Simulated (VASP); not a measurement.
# GaAs (F-43m) in VASP: notebook, part 3 of 3

VASP 6.6.1. Earlier steps stand in the parts before.

## Step 6: G0W0 quasiparticle levels, PBE

POSCAR reads:

```
GaAs
1.0
    0.0000000000      2.8268500000      2.8268500000
    2.8268500000      0.0000000000      2.8268500000
    2.8268500000      2.8268500000      0.0000000000
As Ga
1 1
Direct
    0.7500000000      0.7500000000      0.7500000000
    0.0000000000      0.0000000000      0.0000000000
```

INCAR.step1 reads:

```
SYSTEM = GaAs
PREC = Accurate
ENCUT = 450
EDIFF = 1E-8
ISMEAR = 0
SIGMA = 0.01
LREAL = .FALSE.
LASPH = .TRUE.
NELM = 60
ALGO = Fast
LWAVE = .TRUE.
LCHARG = .FALSE.
GGA = PE
```

INCAR.step2 reads:

```
SYSTEM = GaAs
PREC = Accurate
ENCUT = 450
EDIFF = 1E-8
ISMEAR = 0
SIGMA = 0.01
LREAL = .FALSE.
LASPH = .TRUE.
NELM = 1
ALGO = Exact
LWAVE = .TRUE.
LCHARG = .FALSE.
GGA = PE
NBANDS = 63
LOPTICS = .TRUE.
ISTART = 1
```

INCAR.step3 reads:

```
SYSTEM = GaAs
PREC = Accurate
ENCUT = 450
EDIFF = 1E-8
ISMEAR = 0
SIGMA = 0.01
LREAL = .FALSE.
LASPH = .TRUE.
ALGO = EVGW0
LWAVE = .FALSE.
LCHARG = .FALSE.
GGA = PE
NELMGW = 1
NBANDS = 63
ENCUTGW = 200
NOMEGA = 48
PRECFOCK = Fast
ISTART = 1
NBANDSGW = 17
```

KPOINTS reads:

```
Automatic mesh
0
G
  3 3 3
  0 0 0
```

Potentials or basis: VASP PAW PBE potentials, release 64 (As_GW, Ga_d_GW).

Run with:

```console
> cat potpaw_PBE.64/As_GW/POTCAR potpaw_PBE.64/Ga_d_GW/POTCAR > POTCAR
> cp INCAR.step1 INCAR
> mpirun -np 1 vasp_std > vasp.out
> cp INCAR.step2 INCAR
> mpirun -np 1 vasp_std > vasp.out
> cp INCAR.step3 INCAR
> mpirun -np 1 vasp_std > vasp.out
```

OUTCAR:

```text
SYSTEM = GaAs
   PREC = Accurate
   ENCUT = 450
   EDIFF = 1E-8
   ISMEAR = 0
   LREAL = .FALSE.
   LASPH = .TRUE.
   GGA = PE
   NELMGW = 1
   ENCUTGW = 200
   PRECFOCK = Fast
   ISTART = 1

 Found      4 irreducible k-points:

 Following reciprocal coordinates:
            Coordinates               Weight
  0.000000  0.000000  0.000000      1.000000
  0.333333  0.000000  0.000000      8.000000
  0.333333  0.333333  0.000000      6.000000
 -0.333333  0.333333  0.000000     12.000000
   k-points           NKPTS =      4   k-points in BZ     NKDIM =     27   number of bands    NBANDS=     63
   number of dos      NEDOS =    301   number of ions     NIONS =      2
   total plane-waves  NPLWV =  21952
   dimension x,y,z NGX =    28 NGY =   28 NGZ =   28
   dimension x,y,z NGXF=    56 NGYF=   56 NGZF=   56
   ions per type =               1   1
   NGX,Y,Z   is equivalent  to a cutoff of  11.64, 11.64, 11.64 a.u.
   NGXF,Y,Z  is equivalent  to a cutoff of  23.29, 23.29, 23.29 a.u.
 SYSTEM =  GaAs
   PREC   = accura    normal or accurate (medium, high low for compatibility)
   ISTART =      1    job   : 0-new  1-cont  2-samecut
   ICHARG =      0    charge: 1-file 2-atom 10-const
   ISPIN  =      1    spin polarized calculation?
[... 31 lines left out ...]
   LHFCALC =     T    Hartree Fock is set to
   PRECFOCK=fast      Normal, Fast or Accurate (Low or Medium for compatibility)
   ENCUT4O =  -1.0   cutoff for four orbital integrals eV
   NKREDX  =     1    reduce k-point grid by
   NKREDY  =     1    reduce k-point grid by
   NKREDZ  =     1    reduce k-point grid by
   AEXX    =    1.0000 exact exchange contribution
   HFSCREEN=    0.0000 screening length (either q_TF or 0.3 A-1)
   HFSCREENC=   0.0000 screening length for correlation (either q_TF or 0.3 A-1)
   ENCUTFOCK=  -1.0 apply spherical cutoff to Coloumb kernel
   IVDW    =     0    specifies the selected vdW correction
   LEPSILON=     F    determine dielectric tensor
   LRPA    =     F    only Hartree local field effects (RPA)
   LRPAFORCE           =     F    calculate RPA forces
   ENCUTGW             = 200.0    cutoff for response function in eV
   ENCUTGWSOFT         = 160.0    soft cutoff for Coulomb kernel in GW response function in eV
   ENCUTLF             =  -1.0    cutoff for local field effects
   NELMGW              =     1    number of iterations in solving QP/BSE equation
   NELMHF              =     1    number of iterations in the inner HF iteration
   NKREDLFX            =     1    NKREDLFY  =   1   NKREDLFZ  =   1
 non-spin polarized calculation
 Gauss-broadening in eV      SIGMA  =   0.01
  energy-cutoff  :      450.00
  volume of cell :       45.18
 maximum number of plane-waves:      1002
  NGX = 16; NGY = 16; NGZ = 16
   NGX = 13   NGY = 13   NGZ = 13
 maximum number of plane-waves:       302

 QP shifts <psi_nk| G(iteration)W_0 |psi_nk>: iteration 1
 for sc-GW calculations column KS-energies equals QP-energies in previous step
 and V_xc(KS)=  KS-energies - (<T + V_ion + V_H > + <T+V_H+V_ion>^1  + <V_x>^1)

 k-point   1 :       0.0000    0.0000    0.0000
  band No.  KS-energies  QP-energies   sigma(KS)   V_xc(KS)     V^pw_x(r,r')   Z            occupation Imag(sigma)

      1     -10.9652     -13.0948     -24.8315     -21.7129     -35.0607       0.6829       2.0000       0.4038
      2     -10.9652     -13.0948     -24.8315     -21.7129     -35.0607       0.6829       2.0000       0.4038
      3     -10.9652     -13.0948     -24.8315     -21.7129     -35.0607       0.6829       2.0000       0.4038
      4     -10.8897     -13.0374     -24.9534     -21.8097     -35.1532       0.6832       2.0000       0.3712
      5     -10.8897     -13.0374     -24.9534     -21.8097     -35.1532       0.6832       2.0000       0.3712
      6      -8.7613      -9.1146     -11.6329     -11.1300     -18.0691       0.7027       2.0000       1.1584
[... 59 lines left out ...]
      3     -10.9284     -13.0743     -24.9156     -21.7908     -35.1572       0.6867       2.0000       0.3983
      4     -10.8975     -13.0406     -24.9283     -21.7897     -35.1296       0.6828       2.0000       0.3710
      5     -10.8864     -13.0383     -24.9528     -21.8146     -35.1595       0.6857       2.0000       0.3690
      6      -6.4238      -6.7418     -12.7616     -12.3079     -18.5480       0.7006       2.0000       0.7826
[... 9 lines left out ...]
     16      18.2111      18.3642      -8.7520      -8.9499      -2.7256       0.7735       0.0000      -0.7131
     17      18.6244      18.6596      -8.2231      -8.2679      -2.3578       0.7849       0.0000      -0.7132
```

OUTCAR.step1:

```text
SYSTEM = GaAs
   PREC = Accurate
   ENCUT = 450
   EDIFF = 1E-8
   ISMEAR = 0
   LREAL = .FALSE.
   LASPH = .TRUE.
[... 171 lines left out ...]
      4.24027      4.24027      4.24027        -0.000000      0.000000      0.000000
      0.00000      0.00000      0.00000         0.000000     -0.000000     -0.000000
 -----------------------------------------------------------------------------------
    total drift:                               -0.000016     -0.000016     -0.000016

  FREE ENERGIE OF THE ION-ELECTRON SYSTEM (eV)
  ---------------------------------------------------
  free  energy   TOTEN  =        -7.6601759757 eV

  energy  without entropy=       -7.6601759757  energy(sigma->0) =       -7.66017598
```

Run time: 53 s. Hardware: 1 thread of Intel Xeon Platinum 8259CL at 2.50GHz (Skylake/Cascade Lake), shared host; peak memory 0.3 GiB.

The run converged, but some of its settings lie outside the range that counts as converged, so its numbers aren't taken as properties of the crystal.

Results:

- Band gap on the k mesh, mean-field level: 0.49 eV, direct
- Quasiparticle gap: 1.46 eV
- Least direct quasiparticle gap: 1.46 eV

Caveat: the k mesh is coarse (spacing up to 0.64 Å⁻¹), so the values aren't converged; the cutoff is under 1.25 times the usual one of these potentials, so pressure, stress and relaxed cells hold a basis-set (Pulay) error; bands, screening cutoff and mesh are small and nothing is extrapolated, so the quasiparticle values aren't converged.

## Step 7: For comparison

An earlier run on the cell as given: functional PBEsol; potentials or basis VASP PAW PBE potentials, release 64 (As, Ga_d); cutoff 520 eV; k mesh 8 × 8 × 8; occupations fermi-dirac, width 0.05 eV; no spin polarisation.

- Pressure: 0.3 GPa
- Band gap on the k mesh: 0.46 eV, direct
